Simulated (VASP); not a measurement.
# SiC (P6_3mc) in VASP: a series of runs, part 2 of 2

VASP 6.6.1. The steps go on from the part before.

## 3. Band structure, LDA

File POSCAR:

```
SiC                                     
1.0
    3.0930981129     -0.0000000003      0.0000000000
   -1.5465491070      2.6787016187      0.0000000000
    0.0000000000      0.0000000000     10.1260778681
  Si              C             
     4     4
Direct
     0.6666666699999979    0.3333333300000021    0.9378466831673222
     0.3333333300000021    0.6666666699999979    0.4378466831673222
     0.0000000000000000    0.0000000000000000    0.6878972390009039
     0.0000000000000000    0.0000000000000000    0.1878972390009039
     0.6666666699999979    0.3333333300000021    0.7498073541952124
     0.3333333300000021    0.6666666699999979    0.2498073541952124
     0.0000000000000000    0.0000000000000000    0.5004477236365616
     0.0000000000000000    0.0000000000000000    0.0004477236365616
```

File INCAR.step1:

```
PREC = Accurate
ENCUT = 450
EDIFF = 1E-6
ISMEAR = 0
SIGMA = 0.02
LREAL = False
LASPH = True
NELM = 120
ALGO = Fast
ISIF = 2
LWAVE = False
LCHARG = True
GGA = CA
KPAR = 4
```

File KPOINTS.step1:

```
Automatic mesh
0
Gamma
  12 12 4
```

File INCAR.step2:

```
PREC = Accurate
ENCUT = 450
EDIFF = 1E-6
ISMEAR = 0
SIGMA = 0.05
LREAL = False
LASPH = True
NELM = 120
ALGO = Fast
ISIF = 2
LWAVE = False
LCHARG = False
GGA = CA
KPAR = 4
ICHARG = 11
```

File KPOINTS.step2:

```
path GMKGALHA,LM,KH
15
line-mode
reciprocal
 0.0000000000  0.0000000000  0.0000000000  G
 0.5000000000  0.0000000000  0.0000000000  M

 0.5000000000  0.0000000000  0.0000000000  M
 0.3333333333  0.3333333333  0.0000000000  K

 0.3333333333  0.3333333333  0.0000000000  K
 0.0000000000  0.0000000000  0.0000000000  G

 0.0000000000  0.0000000000  0.0000000000  G
 0.0000000000  0.0000000000  0.5000000000  A

 0.0000000000  0.0000000000  0.5000000000  A
 0.5000000000  0.0000000000  0.5000000000  L

 0.5000000000  0.0000000000  0.5000000000  L
 0.3333333333  0.3333333333  0.5000000000  H

 0.3333333333  0.3333333333  0.5000000000  H
 0.0000000000  0.0000000000  0.5000000000  A

 0.5000000000  0.0000000000  0.5000000000  L
 0.5000000000  0.0000000000  0.0000000000  M

 0.3333333333  0.3333333333  0.0000000000  K
 0.3333333333  0.3333333333  0.5000000000  H
```

Potentials or basis: VASP PAW LDA potentials, release 64 (Si, C).

The run is started by

```sh
cat potpaw_LDA.64/Si/POTCAR potpaw_LDA.64/C/POTCAR > POTCAR
cp INCAR.step1 INCAR
cp KPOINTS.step1 KPOINTS
mpirun -np 4 vasp_std > vasp.out
cp INCAR.step2 INCAR
cp KPOINTS.step2 KPOINTS
mpirun -np 4 vasp_std > vasp.out
```

OUTCAR:

```text
PREC = Accurate
   ENCUT = 450
   EDIFF = 1E-6
   ISMEAR = 0
   LREAL = False
   LASPH = True
   NELM = 120
   ISIF = 2
   GGA = CA
   ICHARG = 11

 ion  position               nearest neighbor table
   1  0.667  0.333  0.938-   8 1.89   8 1.89   8 1.89   5 1.90   3 3.10   3 3.10   3 3.10   4 3.10
                             4 3.10   4 3.10
   2  0.333  0.667  0.438-   7 1.89   7 1.89   7 1.89   6 1.90   4 3.10   4 3.10   4 3.10   3 3.10
                             3 3.10   3 3.10
   3  0.000  0.000  0.688-   5 1.89   5 1.89   5 1.89   7 1.90   1 3.10   1 3.10   1 3.10   2 3.10
                             2 3.10   2 3.10
   4  0.000  0.000  0.188-   6 1.89   6 1.89   6 1.89   8 1.90   2 3.10   2 3.10   2 3.10   1 3.10
                             1 3.10   1 3.10
   5  0.667  0.333  0.750-   3 1.89   3 1.89   3 1.89   1 1.90
   6  0.333  0.667  0.250-   4 1.89   4 1.89   4 1.89   2 1.90
   7  0.000  0.000  0.500-   2 1.89   2 1.89   2 1.89   3 1.90
   8  0.000  0.000  0.000-   1 1.89   1 1.89   1 1.89   4 1.90

  LATTYP: Found a hexagonal cell.
 ALAT       =     3.0930981129
 C/A-ratio  =     3.2737654929

[... 195 lines left out ...]

 k-point     1 :       0.0000    0.0000    0.0000
  band No.  band energies     occupation
      1      -7.3116      2.00000
      2      -6.1412      2.00000
      3      -6.1071      2.00000
      4      -3.7445      2.00000
      5      -0.5798      2.00000
      6       3.6409      2.00000
[... 565 lines left out ...]
     20      13.9170      0.00000
     21      14.2691      0.00000

 [... further k-points ...]

------------------------ aborting loop because EDIFF is reached ----------------------------------------

  FORCE on cell =-STRESS in cart. coord.  units (eV):
  Direction    XX          YY          ZZ          XY          YZ          ZX
  --------------------------------------------------------------------------------------
  -------------------------------------------------------------------------------------
  Total       -1.2830425     -1.2830426     -2.4211450      0.0000000     -0.0000000      0.0000000
  in kB      -24.5014807    -24.5014821    -46.2351293      0.0000005     -0.0000000      0.0000000
  external PRESSURE =     -31.7460307 kB  Pullay stress =       0.0000000 kB

 VOLUME and BASIS-vectors are now :
 -----------------------------------------------------------------------------
  energy-cutoff  :      450.00
  volume of cell :       83.90
      direct lattice vectors                 reciprocal lattice vectors
     3.093098113 -0.000000000  0.000000000     0.323300446  0.186657600  0.000000000
    -1.546549107  2.678701619  0.000000000     0.000000000  0.373315189  0.000000000
     0.000000000  0.000000000 10.126077868     0.000000000  0.000000000  0.098754919

 POSITION                                       TOTAL-FORCE (eV/Angst)
 -----------------------------------------------------------------------------------
      1.54655      0.89290      9.49671        -0.000000     -0.000000      0.213224
     -0.00000      1.78580      4.43367         0.000000      0.000000      0.213224
      0.00000      0.00000      6.96570         0.000000     -0.000000      0.179517
      0.00000      0.00000      1.90266        -0.000000     -0.000000      0.179517
      1.54655      0.89290      7.59261        -0.000000      0.000000     -0.205955
     -0.00000      1.78580      2.52957         0.000000     -0.000000     -0.205955
      0.00000      0.00000      5.06757        -0.000000     -0.000000     -0.186786
      0.00000      0.00000      0.00453         0.000000     -0.000000     -0.186786
 -----------------------------------------------------------------------------------
    total drift:                                0.000000      0.000000      0.075281

  FREE ENERGIE OF THE ION-ELECTRON SYSTEM (eV)
  ---------------------------------------------------
  free  energy   TOTEN  =       -64.0374095238 eV

  energy  without entropy=      -64.0374095238  energy(sigma->0) =      -64.03740952
```

OUTCAR.step1:

```text
PREC = Accurate
   ENCUT = 450
   EDIFF = 1E-6
   ISMEAR = 0
   LREAL = False
[... 830 lines left out ...]
      1.54655      0.89290      7.59261        -0.000000      0.000000     -0.004745
     -0.00000      1.78580      2.52957         0.000000      0.000000     -0.004745
      0.00000      0.00000      5.06757         0.000000     -0.000000      0.000800
      0.00000      0.00000      0.00453        -0.000000      0.000000      0.000800
 -----------------------------------------------------------------------------------
    total drift:                                0.000000      0.000000     -0.000310

  FREE ENERGIE OF THE ION-ELECTRON SYSTEM (eV)
  ---------------------------------------------------
  free  energy   TOTEN  =       -66.5323099299 eV

  energy  without entropy=      -66.5323099299  energy(sigma->0) =      -66.53230993
```

OSZICAR.step1:

```text
N       E                     dE             d eps       ncg     rms          rms(c)
DAV:   1     0.748379603126E+02    0.74838E+02   -0.13532E+04  2394   0.122E+03
DAV:   2    -0.676751331536E+02   -0.14251E+03   -0.13524E+03  3444   0.206E+02
DAV:   3    -0.743855179150E+02   -0.67104E+01   -0.66794E+01  2964   0.473E+01
DAV:   4    -0.744919121807E+02   -0.10639E+00   -0.10621E+00  2935   0.684E+00
DAV:   5    -0.744946131340E+02   -0.27010E-02   -0.27002E-02  2924   0.104E+00    0.178E+01
RMM:   6    -0.665586127115E+02    0.79360E+01   -0.23068E+01  2476   0.226E+01    0.834E+00
RMM:   7    -0.667289978155E+02   -0.17039E+00   -0.94501E+00  2581   0.155E+01    0.383E+00
RMM:   8    -0.665640372897E+02    0.16496E+00   -0.13345E+00  2530   0.664E+00    0.126E+00
RMM:   9    -0.665366635995E+02    0.27374E-01   -0.87623E-02  2781   0.235E+00    0.376E-01
RMM:  10    -0.665317036156E+02    0.49600E-02   -0.29119E-02  2913   0.876E-01    0.151E-01
RMM:  11    -0.665322472230E+02   -0.54361E-03   -0.43200E-03  2989   0.361E-01    0.841E-02
RMM:  12    -0.665323194761E+02   -0.72253E-04   -0.53823E-04  2891   0.148E-01    0.320E-02
RMM:  13    -0.665323083419E+02    0.11134E-04   -0.42222E-04  2887   0.102E-01    0.220E-02
RMM:  14    -0.665323155741E+02   -0.72322E-05   -0.61189E-05  2952   0.505E-02    0.325E-02
RMM:  15    -0.665323097647E+02    0.58094E-05   -0.12915E-05  2801   0.218E-02    0.186E-02
RMM:  16    -0.665323099299E+02   -0.16523E-06   -0.24737E-06  1958   0.918E-03
   1 F= -.66532310E+02 E0= -.66532310E+02  d E =-.906497E-30
```

It took 37 s on 4 MPI ranks of Intel Xeon 6975P-C (Granite Rapids), shared host; peak memory 0.24 GiB.

What came out:

| Quantity | Value |
| --- | --- |
| Band gap on the k mesh | 2.16 eV, indirect (least direct gap 3.28 eV) |
| Band gap along the path | 2.16 eV, indirect (least direct gap 3.28 eV) |

Levels at the corners of the path, in eV from the valence-band top:
```csv
point,band 14,band 15,band 16,band 17,band 18,band 19
Γ,-0.05,0.00,0.00,4.93,5.50,6.13
M,-2.20,-1.57,-1.12,2.16,2.27,4.08
M,-2.20,-1.57,-1.12,2.16,2.27,4.08
K,-2.85,-2.85,-1.67,3.87,3.87,5.05
K,-2.85,-2.85,-1.67,3.87,3.87,5.05
Γ,-0.05,0.00,0.00,4.93,5.50,6.13
Γ,-0.05,0.00,0.00,4.93,5.50,6.13
A,-0.21,-0.21,-0.21,5.13,5.13,6.60
A,-0.21,-0.21,-0.21,5.13,5.13,6.60
L,-2.49,-1.55,-1.55,2.56,2.56,4.08
L,-2.49,-1.55,-1.55,2.56,2.56,4.08
H,-2.74,-2.44,-2.44,3.14,3.14,6.53
H,-2.74,-2.44,-2.44,3.14,3.14,6.53
A,-0.21,-0.21,-0.21,5.13,5.13,6.61
L,-2.49,-1.55,-1.55,2.56,2.56,4.08
M,-2.20,-1.57,-1.12,2.16,2.27,4.08
K,-2.85,-2.85,-1.67,3.87,3.87,5.05
H,-2.74,-2.44,-2.44,3.14,3.14,6.53
```

Caveat: the cutoff is under 1.25 times the usual one of these potentials, so pressure, stress and relaxed cells hold a basis-set (Pulay) error; the log is that of the step along the path at fixed density, whose energy, stress, charges and moments have no meaning. As with any semilocal functional, this LDA gap is likely too small.

## 4. Band structure, PBE

POSCAR is that of step 3.

Edit INCAR.step1 of step 3 so:

```diff
@@ -12,3 +12,3 @@
 LCHARG = True
-GGA = CA
+GGA = PE
 KPAR = 4
```

KPOINTS.step1 is that of step 3.

Edit INCAR.step2 of step 3 so:

```diff
@@ -12,3 +12,3 @@
 LCHARG = False
-GGA = CA
+GGA = PE
 KPAR = 4
```

KPOINTS.step2 is that of step 3.

Potentials or basis: VASP PAW PBE potentials, release 64 (Si, C).

The run is started by

```sh
cat potpaw_PBE.64/Si/POTCAR potpaw_PBE.64/C/POTCAR > POTCAR
cp INCAR.step1 INCAR
cp KPOINTS.step1 KPOINTS
mpirun -np 4 vasp_std > vasp.out
cp INCAR.step2 INCAR
cp KPOINTS.step2 KPOINTS
mpirun -np 4 vasp_std > vasp.out
```

Wall time 34 s (4 MPI ranks of Intel Xeon 6975P-C (Granite Rapids), shared host); peak memory 0.27 GiB.

The run converged. Its results:

```yaml
Band_gap_on_the_k_mesh: 2.22 eV, indirect (least direct gap 3.34 eV)
Band_gap_along_the_path: 2.22 eV, indirect (least direct gap 3.34 eV)
```

Levels at the corners of the path, in eV from the valence-band top:
| point | band 14 | band 15 | band 16 | band 17 | band 18 | band 19 |
| --- | --- | --- | --- | --- | --- | --- |
| Γ | -0.05 | 0.00 | 0.00 | 4.97 | 5.55 | 6.13 |
| M | -2.20 | -1.57 | -1.12 | 2.22 | 2.34 | 4.18 |
| M | -2.20 | -1.57 | -1.12 | 2.22 | 2.34 | 4.18 |
| K | -2.84 | -2.84 | -1.66 | 3.97 | 3.97 | 5.11 |
| K | -2.84 | -2.84 | -1.66 | 3.97 | 3.97 | 5.11 |
| Γ | -0.05 | 0.00 | 0.00 | 4.97 | 5.55 | 6.13 |
| Γ | -0.05 | 0.00 | 0.00 | 4.97 | 5.55 | 6.13 |
| A | -0.21 | -0.21 | -0.21 | 5.18 | 5.18 | 6.62 |
| A | -0.21 | -0.21 | -0.21 | 5.18 | 5.18 | 6.63 |
| L | -2.48 | -1.54 | -1.54 | 2.63 | 2.63 | 4.18 |
| L | -2.48 | -1.54 | -1.54 | 2.63 | 2.63 | 4.18 |
| H | -2.73 | -2.43 | -2.43 | 3.24 | 3.24 | 6.60 |
| H | -2.73 | -2.43 | -2.43 | 3.24 | 3.24 | 6.60 |
| A | -0.21 | -0.21 | -0.21 | 5.18 | 5.18 | 6.63 |
| L | -2.48 | -1.54 | -1.54 | 2.63 | 2.63 | 4.18 |
| M | -2.20 | -1.57 | -1.12 | 2.22 | 2.34 | 4.18 |
| K | -2.84 | -2.84 | -1.66 | 3.97 | 3.97 | 5.11 |
| H | -2.73 | -2.43 | -2.43 | 3.24 | 3.24 | 6.60 |

Caveat: the cutoff is under 1.25 times the usual one of these potentials, so pressure, stress and relaxed cells hold a basis-set (Pulay) error; the log is that of the step along the path at fixed density, whose energy, stress, charges and moments have no meaning.

## 5. The runs side by side

```csv
task,level,potentials or basis,further INCAR settings,gap on the mesh (eV)
dielectric tensor,PBE,"VASP PAW PBE potentials, release 64 (Si, C)",ALGO = Fast; EDIFF = 1e-08; IBRION = 8,2.22
band structure,LDA,"VASP PAW LDA potentials, release 64 (Si, C)",ALGO = Fast; EDIFF = 1e-06,2.16
band structure,PBE,"VASP PAW PBE potentials, release 64 (Si, C)",ALGO = Fast; EDIFF = 1e-06,2.22
```

Alike in all rows: no spin polarisation; cell as given; k mesh 12 × 12 × 4; cutoff (eV) 450; smearing gaussian 0.02 eV.

Caveats: the cutoff is under 1.25 times the usual one of these potentials, so pressure, stress and relaxed cells hold a basis-set (Pulay) error.

Total energies depend on the potentials used, so only differences within one code and one set of settings carry meaning.
